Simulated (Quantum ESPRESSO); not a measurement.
# As (R-3m) in Quantum ESPRESSO: a series of runs

One crystal, As, is run at these levels: PBEsol; tasks: relaxation of the atoms.

All numbers are computed with Quantum ESPRESSO 7.5; they aren't measurements. Logs are shortened: lines on timing, memory, paths and dates and some standing lists are left out, and cuts for length are marked.

## (1) The structure

It takes space group R-3m (No. 166, trigonal). The conventional cell has a = 3.762 Å, b = 3.762 Å, c = 10.542 Å, α = 90.00°, β = 90.00°, γ = 120.00°. As (site symmetry 3m) has 3 As at 2.51 Å as nearest neighbours.

## (2) Relaxation of the atoms, PBEsol, 20.67 Å³/atom

pw.in

```
&CONTROL
  calculation = 'relax'
  prefix = 'pwscf'
  outdir = './tmp'
  pseudo_dir = './pseudo'
  tprnfor = .true.
  tstress = .true.
  disk_io = 'low'
  nstep = 40
  forc_conv_thr = 0.0004
  etot_conv_thr = 1d-05
/
&SYSTEM
  ibrav = 0
  celldm(1) = 8
  nat = 2
  ntyp = 1
  ecutwfc = 45
  ecutrho = 360
  nbnd = 10
  occupations = 'smearing'
  smearing = 'fd'
  degauss = 0.00367493
/
&ELECTRONS
  conv_thr = 4d-10
  electron_maxstep = 120
  mixing_beta = 0.5
/
&IONS
  ion_dynamics = 'bfgs'
/
ATOMIC_SPECIES
As    74.9216 as_pbesol_v1.uspp.F.UPF
CELL_PARAMETERS alat
  0.4442738793236   0.2565016438083   0.7968737705426
 -0.4442738793236   0.2565016438083   0.7968737705426
  0.0000000000000  -0.5130032876402   0.7968737705426
ATOMIC_POSITIONS crystal
As     0.2260000000    0.2260000000    0.2260000000
As     0.7740000000    0.7740000000    0.7740000000
K_POINTS automatic
9 9 9 0 0 0
```

Potentials or basis: GBRV 1.5 PBEsol.

Run with:

```sh
$ OMP_NUM_THREADS=1 mpirun -n 2 pw.x -nk 2 -in pw.in > pw.out
```

pw.out:

```text
This program is part of the open-source Quantum ESPRESSO suite
     for quantum simulation of materials; please cite
[... 6 lines left out ...]
     using ibrav=0 with symmetry is DISCOURAGED, use correct ibrav instead

     K-points division:     npool     =       2
     Subspace diagonalization in iterative solution of the eigenvalue problem:
     a serial algorithm will be used

     G-vector sticks info
     --------------------
     sticks:   dense  smooth     PW     G-vecs:    dense   smooth      PW
     Sum        1357     683    225                32151    11367    2115

     Using Slab Decomposition

     bravais-lattice index     =            0
     lattice parameter (alat)  =       8.0000  a.u.
     unit-cell volume          =     278.9663 (a.u.)^3
     number of atoms/cell      =            2
     number of atomic types    =            1
     number of electrons       =        10.00
     number of Kohn-Sham states=           10
     kinetic-energy cutoff     =      45.0000  Ry
     charge density cutoff     =     360.0000  Ry
     scf convergence threshold =      4.0E-10
     mixing beta               =       0.5000
     number of iterations used =            8  plain     mixing
     energy convergence thresh.=      1.0E-05
     force convergence thresh. =      4.0E-04
     Exchange-correlation= SLA  PW   PSX  PSC
                           (   1   4  10   8   0   0   0)
     nstep                     =           40

     celldm(1)=   8.000000  celldm(2)=   0.000000  celldm(3)=   0.000000
     celldm(4)=   0.000000  celldm(5)=   0.000000  celldm(6)=   0.000000

     crystal axes: (cart. coord. in units of alat)
               a(1) = (   0.444274   0.256502   0.796874 )
               a(2) = (  -0.444274   0.256502   0.796874 )
               a(3) = (   0.000000  -0.513003   0.796874 )

     reciprocal axes: (cart. coord. in units 2 pi/alat)
               b(1) = (  1.125432  0.649768  0.418301 )
               b(2) = ( -1.125432  0.649768  0.418301 )
               b(3) = (  0.000000 -1.299537  0.418301 )

     PseudoPot. # 1 for As read from file:
     as_pbesol_v1.uspp.F.UPF
     Pseudo is Ultrasoft + core correction, Zval =  5.0
     Generated by new atomic code, or converted to UPF format
     Using radial grid of  875 points,  6 beta functions with:
                l(1) =   0
                l(2) =   0
                l(3) =   1
                l(4) =   1
                l(5) =   2
                l(6) =   2
     Q(r) pseudized with  8 coefficients,  rinner =    1.300   1.300   1.300
                                                       1.300   1.300

     atomic species   valence    mass     pseudopotential
     As                5.00    74.92160     As( 1.00)

     12 Sym. Ops., with inversion, found

   Cartesian axes

     site n.     atom                  positions (alat units)
         1        As     tau(   1) = (  -0.0000000  -0.0000000   0.5402804  )
         2        As     tau(   2) = (  -0.0000000  -0.0000000   1.8503409  )

     number of k points=    85  Fermi-Dirac smearing, width (Ry)=  0.0037
                       cart. coord. in units 2pi/alat
        k(    1) = (   0.0000000   0.0000000   0.0000000), wk =   0.0027435
        k(    2) = (   0.0000000  -0.1443930   0.0464779), wk =   0.0164609
        k(    3) = (   0.0000000  -0.2887860   0.0929558), wk =   0.0164609
        k(    4) = (   0.0000000  -0.4331789   0.1394338), wk =   0.0164609
        k(    5) = (   0.0000000  -0.5775719   0.1859117), wk =   0.0164609
        k(    6) = (  -0.1250480  -0.0721965   0.0929558), wk =   0.0164609
[... 77 lines left out ...]
        k(   84) = (   0.0000000  -0.0000000   0.5577351), wk =   0.0054870
        k(   85) = (   0.0000000   1.1551438   0.1859117), wk =   0.0164609

     Dense  grid:    32151 G-vectors     FFT dimensions: (  45,  45,  45)

     Smooth grid:    11367 G-vectors     FFT dimensions: (  36,  36,  36)

     Initial potential from superposition of free atoms

     starting charge       9.9995, renormalised to      10.0000
     Starting wfcs are    8 randomized atomic wfcs +    2 random wfcs

     Self-consistent Calculation

     iteration #  1     ecut=    45.00 Ry     beta= 0.50
     Davidson diagonalization with overlap
     ethr =  1.00E-02,  avg # of iterations =  6.4

     Threshold (ethr) on eigenvalues was too large:
     Diagonalizing with lowered threshold

     Davidson diagonalization with overlap
     ethr =  1.11E-04,  avg # of iterations =  3.9

     total energy              =     -79.96234601 Ry
     estimated scf accuracy    <       0.01096733 Ry

     iteration #  2     ecut=    45.00 Ry     beta= 0.50
     Davidson diagonalization with overlap
     ethr =  1.10E-04,  avg # of iterations =  1.0
[... 4 lines left out ...]
     iteration #  3     ecut=    45.00 Ry     beta= 0.50
     Davidson diagonalization with overlap
     ethr =  2.29E-05,  avg # of iterations =  1.7

     total energy              =     -79.96232875 Ry
     estimated scf accuracy    <       0.00001567 Ry

     iteration #  4     ecut=    45.00 Ry     beta= 0.50
     Davidson diagonalization with overlap
     c_bands:  1 eigenvalues not converged
     ethr =  1.57E-07,  avg # of iterations =  7.6

     total energy              =     -79.96239569 Ry
     estimated scf accuracy    <       0.00000236 Ry

     iteration #  5     ecut=    45.00 Ry     beta= 0.50
     Davidson diagonalization with overlap
     ethr =  2.36E-08,  avg # of iterations =  3.3

     total energy              =     -79.96239660 Ry
     estimated scf accuracy    <       0.00000017 Ry
[... 461 lines left out ...]
     Computing stress (Cartesian axis) and pressure

          total   stress  (Ry/bohr**3)                   (kbar)     P=       34.71
   0.00023883   0.00000000   0.00000000           35.13        0.00        0.00
  -0.00000000   0.00023883   0.00000000           -0.00       35.13        0.00
  -0.00000000   0.00000000   0.00023011           -0.00        0.00       33.85

     BFGS Geometry Optimization
     Energy error            =      2.0E-03 Ry
     Gradient error          =      3.2E-02 Ry/Bohr

     number of scf cycles    =   1
     number of bfgs steps    =   0

     energy             new  =     -79.9623967390 Ry

     new trust radius        =       0.0316284085 bohr
     new conv_thr            =       0.0000000004 Ry
[... 1544 lines left out ...]
     Self-consistent Calculation

     iteration #  1     ecut=    45.00 Ry     beta= 0.50
     Davidson diagonalization with overlap
     ethr =  1.00E-06,  avg # of iterations =  2.0

     Threshold (ethr) on eigenvalues was too large:
     Diagonalizing with lowered threshold

     Davidson diagonalization with overlap
     ethr =  6.00E-10,  avg # of iterations =  5.2

     total energy              =     -79.96512641 Ry
     estimated scf accuracy    <       0.00000006 Ry

     iteration #  2     ecut=    45.00 Ry     beta= 0.50
     Davidson diagonalization with overlap
     ethr =  6.39E-10,  avg # of iterations =  1.3
[... 473 lines left out ...]
          total   stress  (Ry/bohr**3)                   (kbar)     P=       11.14
   0.00010068   0.00000000   0.00000000           14.81        0.00        0.00
   0.00000000   0.00010068   0.00000000            0.00       14.81        0.00
   0.00000000   0.00000000   0.00002588            0.00        0.00        3.81

     Energy error            =      5.0E-07 Ry
     Gradient error          =      1.3E-05 Ry/Bohr

     bfgs converged in   5 scf cycles and   4 bfgs steps
     (criteria: energy <  1.0E-05 Ry, force <  4.0E-04 Ry/Bohr)

     End of BFGS Geometry Optimization

     Final energy             =     -79.9651264107 Ry

Begin final coordinates

ATOMIC_POSITIONS (crystal)
As               0.2306152518        0.2306152518        0.2306152518
As               0.7693847482        0.7693847482        0.7693847482
End final coordinates

=------------------------------------------------------------------------------=
   JOB DONE.
=------------------------------------------------------------------------------=
```

Run time: 55 s. Hardware: 2 MPI ranks of Arm Neoverse V1, shared host; peak memory 0.22 GiB.

What came out:

| Property | Result |
| --- | --- |
| Free energy | -1087.9810 eV |
| Energy gained by relaxing | 18.6 meV/atom |
| Ionic steps | 5 |
| Pressure after relaxing | 1.1 GPa |
| Band gap on the k mesh | 0.03 eV, indirect (least direct gap 0.62 eV) |

Caveat: an odd mesh through Γ misses points on the zone boundary, where band edges often lie.

## (3) Relaxation of the atoms, PBEsol, 21.10 Å³/atom

pw.in, as its differences from that of step 2:

```diff
@@ -14,3 +14,2 @@
   ibrav = 0
-  celldm(1) = 8
   nat = 2
@@ -34,6 +33,6 @@
 As    74.9216 as_pbesol_v1.uspp.F.UPF
-CELL_PARAMETERS alat
-  0.4442738793236   0.2565016438083   0.7968737705426
- -0.4442738793236   0.2565016438083   0.7968737705426
-  0.0000000000000  -0.5130032876402   0.7968737705426
+CELL_PARAMETERS angstrom
+   1.8807968987    1.0858785957    3.4437807546
+  -1.8807968987    1.0858785957    3.4437807546
+   0.0000000000   -2.1717571915    3.4437807546
 ATOMIC_POSITIONS crystal
```

Potentials or basis: GBRV 1.5 PBEsol.

Run with:

```sh
$ OMP_NUM_THREADS=1 mpirun -n 2 pw.x -nk 2 -in pw.in > pw.out
```

It took 57 s on 2 MPI ranks of Arm Neoverse V1, shared host; peak memory 0.22 GiB.

It converged, with:

| Property | Result |
| --- | --- |
| Free energy | -1087.9798 eV |
| Energy gained by relaxing | 11.2 meV/atom |
| Ionic steps | 5 |
| Pressure after relaxing | 0.2 GPa |
| Band gap on the k mesh | none (metal or under the smearing width) |
